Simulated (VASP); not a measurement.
# KI (Fm-3m) in VASP: notebook

One crystal, KI, is run at these levels: PBE; tasks: phonons, dielectric tensor.

All numbers are computed with VASP 6.6.1; they aren't measurements. Logs are shortened: lines on timing, memory, paths and dates and some standing lists are left out, and cuts for length are marked.

**What was measured.**

A printed reference work, monograph reports, for a bulk crystal of KI: high-frequency dielectric constant 2.65.

The runs below are set against these values where they give the same quantity.

### 1 The structure

The structure is cubic, space group Fm-3m (No. 225). Conventional cell: a = 7.189 Å, b = 7.189 Å, c = 7.189 Å, α = 90.00°, β = 90.00°, γ = 90.00°. K (site symmetry m-3m) has 6 I at 3.59 Å as nearest neighbours. Around I (site symmetry m-3m) lie 6 K at 3.59 Å.

### 2 Phonons, PBE

POSCAR

```
KI
1.0
    0.0000000000      3.5943860769      3.5943860769
    3.5943860769      0.0000000000      3.5943860769
    3.5943860769      3.5943860769      0.0000000000
  K               I
     1     1
Direct
     0.0000000000000000    0.0000000000000000    0.0000000000000000
     0.5000000000000000    0.5000000000000000    0.5000000000000000
```

INCAR.step1

```
SYSTEM = KI
PREC = Accurate ; ENCUT = 600
EDIFF = 1E-8 ; ISMEAR = 0
SIGMA = 0.03 ; LREAL = .FALSE.
LASPH = .TRUE. ; NELM = 80
ALGO = Normal ; ISIF = 3
LWAVE = .FALSE. ; LCHARG = .FALSE.
GGA = PE ; IBRION = 2
NSW = 40 ; EDIFFG = -0.002
```

INCAR.step2

```
SYSTEM = KI
PREC = Accurate ; ENCUT = 600
EDIFF = 1E-8 ; ISMEAR = 0
SIGMA = 0.03 ; LREAL = .FALSE.
LASPH = .TRUE. ; NELM = 80
ALGO = Normal ; ISIF = 2
LWAVE = .FALSE. ; LCHARG = .FALSE.
GGA = PE ; IBRION = 6
NFREE = 2 ; POTIM = 0.015
NSW = 1
```

KPOINTS

```
Automatic mesh
0
G
  8 8 8
  0 0 0
```

Potentials or basis: VASP PAW PBE potentials, release 64 (K_sv, I).

The run is started by

```sh
> cat potpaw_PBE.64/K_sv/POTCAR potpaw_PBE.64/I/POTCAR > POTCAR
> cp INCAR.step1 INCAR
> mpirun -np 1 vasp_std > vasp.out
> cp CONTCAR POSCAR
> cp INCAR.step2 INCAR
> mpirun -np 1 vasp_std > vasp.out
```

OUTCAR:

```text
SYSTEM = KI
   PREC = Accurate
   ENCUT = 600
   EDIFF = 1E-8
   ISMEAR = 0
   LREAL = .FALSE.
   LASPH = .TRUE.
   NELM = 80
   ISIF = 2
   GGA = PE
   IBRION = 6
   NFREE = 2
   POTIM = 0.015
   NSW = 1

 ion  position               nearest neighbor table
   1  0.000  0.000  0.000-   2 3.59   2 3.59   2 3.59   2 3.59   2 3.59   2 3.59
   2  0.500  0.500  0.500-   1 3.59   1 3.59   1 3.59   1 3.59   1 3.59   1 3.59

  LATTYP: Found a face centered cubic cell.
 ALAT       =     7.1887721538

  Lattice vectors:

 A1 = (   0.0000000000,   3.5943860769,   3.5943860769)
 A2 = (   3.5943860769,   0.0000000000,   3.5943860769)
 A3 = (   3.5943860769,   3.5943860769,   0.0000000000)

Analysis of symmetry for initial positions (statically):
=====================================================================
 Subroutine PRICEL returns:
 Original cell was already a primitive cell.

 Routine SETGRP: Setting up the symmetry group for a
 face centered cubic supercell.

 Subroutine GETGRP returns: Found 48 space group operations
 (whereof 48 operations were pure point group operations)
 out of a pool of 48 trial point group operations.

The static configuration has the point symmetry O_h .

Analysis of symmetry for dynamics (positions and initial velocities):
=====================================================================
 Subroutine PRICEL returns:
 Original cell was already a primitive cell.

 Routine SETGRP: Setting up the symmetry group for a
 face centered cubic supercell.

 Subroutine GETGRP returns: Found 48 space group operations
 (whereof 48 operations were pure point group operations)
 out of a pool of 48 trial point group operations.

The dynamic configuration has the point symmetry O_h .

 Subroutine INISYM returns: Found 48 space group operations
 (whereof 48 operations are pure point group operations),
 and found     1 'primitive' translations

----------------------------------------------------------------------------------------

                                     Primitive cell

  volume of cell :      92.8761

  direct lattice vectors                    reciprocal lattice vectors
     0.000000000  3.594386077  3.594386077    -0.139105814  0.139105814  0.139105814
     3.594386077  0.000000000  3.594386077     0.139105814 -0.139105814  0.139105814
[... 284 lines left out ...]
  ext. energy  EPLUGINS =         0.00000000
  ---------------------------------------------------
  free energy    TOTEN  =        -5.56525040 eV

  energy without entropy =       -5.56525040  energy(sigma->0) =       -5.56525040

 E-fermi :  -0.4650     XC(G=0):  -6.9767

 val. band max:       -0.6746671247   @ k =   0.0000   0.0000   0.0000
 cond. band min:       3.1716576249   @ k =   0.0000   0.0000   0.0000
 fundamental gap:      3.8463247496
 Fermi energy:        -0.4650469032

 k-point     1 :       0.0000    0.0000    0.0000
  band No.  band energies     occupation
      1     -29.2716      2.00000
      2     -12.7534      2.00000
      3     -12.7534      2.00000
      4     -12.7534      2.00000
      5     -11.1029      2.00000
      6      -0.6747      2.00000
      7      -0.6747      2.00000
      8      -0.6747      2.00000
      9       3.1717      0.00000
     10       5.8377      0.00000
     11       5.8378      0.00000
     12       5.8378      0.00000
[... 331 lines left out ...]
 k-point    24 :      -0.3750    0.2500    0.1250
  band No.  band energies     occupation
      1     -29.2699      2.00000
      2     -12.8322      2.00000
      3     -12.7670      2.00000
      4     -12.7603      2.00000
      5     -10.9114      2.00000
      6      -1.6849      2.00000
      7      -1.1669      2.00000
      8      -1.0201      2.00000
      9       5.3026      0.00000
     10       6.1279      0.00000
     11       6.5108      0.00000
     12       7.4867      0.00000

 [... further k-points ...]

------------------------ aborting loop because EDIFF is reached ----------------------------------------

  FORCE on cell =-STRESS in cart. coord.  units (eV):
  Direction    XX          YY          ZZ          XY          YZ          ZX
  --------------------------------------------------------------------------------------
  -------------------------------------------------------------------------------------
  Total        0.0007362     -0.0008233     -0.0008233     -0.0000000      0.0000000      0.0000000
  in kB        0.0126992     -0.0142023     -0.0142023     -0.0000000      0.0000000      0.0000000
  external PRESSURE =      -0.0052352 kB  Pullay stress =       0.0000000 kB
[... 17 lines left out ...]
  FREE ENERGIE OF THE ION-ELECTRON SYSTEM (eV)
  ---------------------------------------------------
  free  energy   TOTEN  =        -5.5652503959 eV

  energy  without entropy=       -5.5652503959  energy(sigma->0) =       -5.56525040

 INTERNAL STRAIN TENSORS FROM DISPLACED ATOMS
 ============================================

 INTERNAL STRAIN TENSOR FOR ION    1 for displacements in x,y,z  (eV/Angst):
          X           Y           Z          XY          YZ          ZX
  --------------------------------------------------------------------------------
  x     0.00000     0.00000     0.00000     0.00000     0.00000     0.00000
  y     0.00000     0.00000     0.00000     0.00000     0.00000     0.00000
  z     0.00000     0.00000     0.00000     0.00000     0.00000     0.00000

 INTERNAL STRAIN TENSOR FOR ION    2 for displacements in x,y,z  (eV/Angst):
          X           Y           Z          XY          YZ          ZX
  --------------------------------------------------------------------------------
  x     0.00000     0.00000     0.00000     0.00000     0.00000     0.00000
  y     0.00000     0.00000     0.00000     0.00000     0.00000     0.00000
  z     0.00000     0.00000     0.00000     0.00000     0.00000     0.00000

 Eigenvectors and eigenvalues of the dynamical matrix
 ----------------------------------------------------

   1 f  =    2.630642 THz    16.528814 2PiTHz   87.748786 cm-1    10.879458 meV
             X         Y         Z           dx          dy          dz
      0.000000  0.000000  0.000000     0.000000    0.000000   -0.874266
      3.594386  3.594386  3.594386     0.000000    0.000000    0.485447
[... 21 lines left out ...]
   6 f/i=    0.000409 THz     0.002569 2PiTHz    0.013639 cm-1     0.001691 meV
             X         Y         Z           dx          dy          dz
      0.000000  0.000000  0.000000     0.110252    0.467847   -0.067992
      3.594386  3.594386  3.594386     0.198559    0.842568   -0.122450

 ELASTIC MODULI CONTR FROM IONIC RELAXATION (kBar)
 Direction    XX          YY          ZZ          XY          YZ          ZX
 --------------------------------------------------------------------------------
 XX           0.0000      0.0000      0.0000      0.0000      0.0000      0.0000
 YY           0.0000      0.0000      0.0000      0.0000      0.0000      0.0000
 ZZ           0.0000      0.0000      0.0000      0.0000      0.0000      0.0000
 XY           0.0000      0.0000      0.0000      0.0000      0.0000      0.0000
 YZ           0.0000      0.0000      0.0000      0.0000      0.0000      0.0000
 ZX           0.0000      0.0000      0.0000      0.0000      0.0000      0.0000
 --------------------------------------------------------------------------------
```

OUTCAR.step1:

```text
SYSTEM = KI
   PREC = Accurate
   ENCUT = 600
   EDIFF = 1E-8
   ISMEAR = 0
   LREAL = .FALSE.
   LASPH = .TRUE.
[... 587 lines left out ...]
      0.00000      0.00000      0.00000        -0.000000      0.000000     -0.000000
      3.59439      3.59439      3.59439         0.000000     -0.000000      0.000000
 -----------------------------------------------------------------------------------
    total drift:                               -0.000000     -0.000000     -0.000000

  FREE ENERGIE OF THE ION-ELECTRON SYSTEM (eV)
  ---------------------------------------------------
  free  energy   TOTEN  =        -5.5653453895 eV

  energy  without entropy=       -5.5653453895  energy(sigma->0) =       -5.56534539

 reached required accuracy - stopping structural energy minimisation
```

Wall time 3.6 min (1 thread of Intel Xeon 6975P-C (Granite Rapids), shared host); peak memory 0.36 GiB.

What came out:

| Property | Result |
| --- | --- |
| Highest phonon frequency at Γ, LO-TO splitting left out | 88 cm⁻¹ |

Phonon frequencies in cm⁻¹ (negative: imaginary):
```
              q point     frequencies
(0.000, 0.000, 0.000)  0 0 0 88 88 88
```

### 3 Dielectric tensor, PBE

INCAR

```
SYSTEM = KI
PREC = Accurate ; ENCUT = 600
EDIFF = 1E-8 ; ISMEAR = 0
SIGMA = 0.03 ; LREAL = .FALSE.
LASPH = .TRUE. ; NELM = 80
ALGO = Normal ; ISIF = 2
LWAVE = .FALSE. ; LCHARG = .FALSE.
GGA = PE ; LEPSILON = .TRUE.
```

KPOINTS

```
Automatic mesh
0
Monkhorst
  12 12 12
  0 0 0
```

POSCAR, as its differences from that of step 2:

```diff
@@ -1,2 +1,2 @@
-KI
+KI                                      
 1.0
@@ -5,3 +5,3 @@
     3.5943860769      3.5943860769      0.0000000000
-  K               I
+  K               I             
      1     1
```

Potentials or basis: VASP PAW PBE potentials, release 64 (K_sv, I).

The run is started by

```sh
> cat potpaw_PBE.64/K_sv/POTCAR potpaw_PBE.64/I/POTCAR > POTCAR
> mpirun -np 1 vasp_std > vasp.out
```

OUTCAR:

```text
SYSTEM = KI
   PREC = Accurate
   ENCUT = 600
   EDIFF = 1E-8
   ISMEAR = 0
   LREAL = .FALSE.
   LASPH = .TRUE.
   NELM = 80
   ISIF = 2
   GGA = PE
   LEPSILON = .TRUE.

 ion  position               nearest neighbor table
   1  0.000  0.000  0.000-   2 3.59   2 3.59   2 3.59   2 3.59   2 3.59   2 3.59
   2  0.500  0.500  0.500-   1 3.59   1 3.59   1 3.59   1 3.59   1 3.59   1 3.59

  LATTYP: Found a face centered cubic cell.
 ALAT       =     7.1887721538

  Lattice vectors:

 A1 = (   0.0000000000,   3.5943860769,   3.5943860769)
 A2 = (   3.5943860769,   0.0000000000,   3.5943860769)
 A3 = (   3.5943860769,   3.5943860769,   0.0000000000)

Analysis of symmetry for initial positions (statically):
=====================================================================
 Subroutine PRICEL returns:
 Original cell was already a primitive cell.

 Routine SETGRP: Setting up the symmetry group for a
 face centered cubic supercell.

 Subroutine GETGRP returns: Found 48 space group operations
 (whereof 48 operations were pure point group operations)
[... 582 lines left out ...]
  ---------------------------------------------------
  ---------------------------------------------------
  free energy    TOTEN  =        -0.54300296 eV

  energy without entropy =       -0.54300296

------------------------ aborting loop because EDIFF is reached ----------------------------------------

 PIEZOELECTRIC TENSOR FIELD DIRECTION 3  (e Angst)
 -----------------------------------------------------------------------------
    -0.00034  0.00000 -0.00000           (  0.00001  0.00000 -0.00000)
     0.00000 -0.00034  0.00000           (  0.00000  0.00001  0.00000)
    -0.00000  0.00000 -0.00050           ( -0.00000  0.00000  0.00001)

 PIEZOELECTRIC TENSOR FIELD DIRECTION 3  (C/m^2)
 -----------------------------------------------------------------------------
    -0.00006  0.00000 -0.00000
     0.00000 -0.00006  0.00000
    -0.00000  0.00000 -0.00009

 MACROSCOPIC STATIC DIELECTRIC TENSOR (including local field effects in DFT)
 ------------------------------------------------------
           2.796224     0.000000    -0.000000
           0.000000     2.796224    -0.000000
           0.000000     0.000000     2.796224
 ------------------------------------------------------

 PIEZOELECTRIC TENSOR (including local field effects)  for field in x, y, z        (e  Angst)
          XX          YY          ZZ          XY          YZ          ZX
  --------------------------------------------------------------------------------
  x     0.00000     0.00000     0.00000     0.00000     0.00000     0.00000
  y     0.00000     0.00000     0.00000     0.00000     0.00000     0.00000
  z     0.00000     0.00000     0.00000     0.00000     0.00000     0.00000

 PIEZOELECTRIC TENSOR (including local field effects)  for field in x, y, z        (C/m^2)
          XX          YY          ZZ          XY          YZ          ZX
  --------------------------------------------------------------------------------
  x     0.00000     0.00000     0.00000     0.00000     0.00000     0.00000
  y     0.00000     0.00000     0.00000     0.00000     0.00000     0.00000
  z     0.00000     0.00000     0.00000     0.00000     0.00000     0.00000

 BORN EFFECTIVE CHARGES (including local field effects) (in |e|, cummulative output)
 ---------------------------------------------------------------------------------
 ion    1
    1     1.15669     0.00000     0.00000
    2     0.00000     1.15669     0.00000
    3     0.00000     0.00000     1.15669
 ion    2
    1    -1.15669     0.00000     0.00000
    2     0.00000    -1.15669     0.00000
    3     0.00000     0.00000    -1.15669
```

It took 82 min on 1 thread of Intel Xeon 6975P-C (Granite Rapids), shared host; peak memory 1.6 GiB.

What came out:

```
Electronic dielectric tensor (diagonal) : 2.80
Born charges (mean of the diagonal)     : K +1.16; I -1.16 e
```

Levels at points of the mesh, in eV from the valence-band top:
```csv
k point,band 4,band 5,band 6,band 7,band 8,band 9,band 10,band 11,band 12
"(0.04, 0.04, 0.04)",-12.07,-10.42,-0.02,0.00,0.00,3.90,6.51,6.54,6.54
```

Electronic dielectric tensor:
```
2.80 0.00 0.00
0.00 2.80 0.00
0.00 0.00 2.80
```

Born effective charge tensors (e):
atom 1, K
```
1.16 0.00 0.00
0.00 1.16 0.00
0.00 0.00 1.16
```
atom 2, I
```
-1.16  0.00  0.00
 0.00 -1.16  0.00
 0.00  0.00 -1.16
```

The run has no spin-orbit coupling, so splittings on I are missing.

### 4 Against experiment

Step 3. A measured high-frequency dielectric constant of KI is 2.65 (a printed reference work, monograph); the calculated 2.80 misses it by +5.5 %.
